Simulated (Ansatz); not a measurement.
Sb2Te3 in space group R-3m (No. 166; Sb on 6c, Te on 3a, Te on 6c), r²SCAN in the plane-wave PAW code Ansatz. The conduction-band minimum lies at Γ, with 1 equivalent valley. Second derivatives d²E/dk² of the lowest band at one valley (eV·Å²), along Cartesian directions:

```csv
direction,d²E/dk²
[100],81.41
[010],81.41
[001],23.89
[110],81.41
[101],52.60
[011],52.45
```

### Question
Find the principal effective masses, the density-of-states mass and the conductivity mass.

### Answer
Off-diagonal terms follow from H_xy = H[110] − (H_xx + H_yy)/2, and m*/mₑ = 7.620 eV·Å² over each eigenvalue: 0.094, 0.094, 0.32. One valley's DOS mass (m₁m₂m₃)^(1/3) = 0.14, conductivity mass 3/(Σ 1/mᵢ) = 0.12 mₑ.

### Question
What effective density of states Nc follows at 300 K for parabolic valleys?

### Answer
Nc = 2.509e19 × 1 × (0.14)^(3/2) ≈ 1.3e18 cm⁻³.

The cell was relaxed with r²SCAN under the symmetry of its start. Scalar-relativistic: spin–orbit coupling is off unless named, which matters more the heavier the elements.

Potentials: the later of the program's two PAW sets.

Edges and masses are those of Kohn–Sham bands, whose gap is no quasiparticle gap.
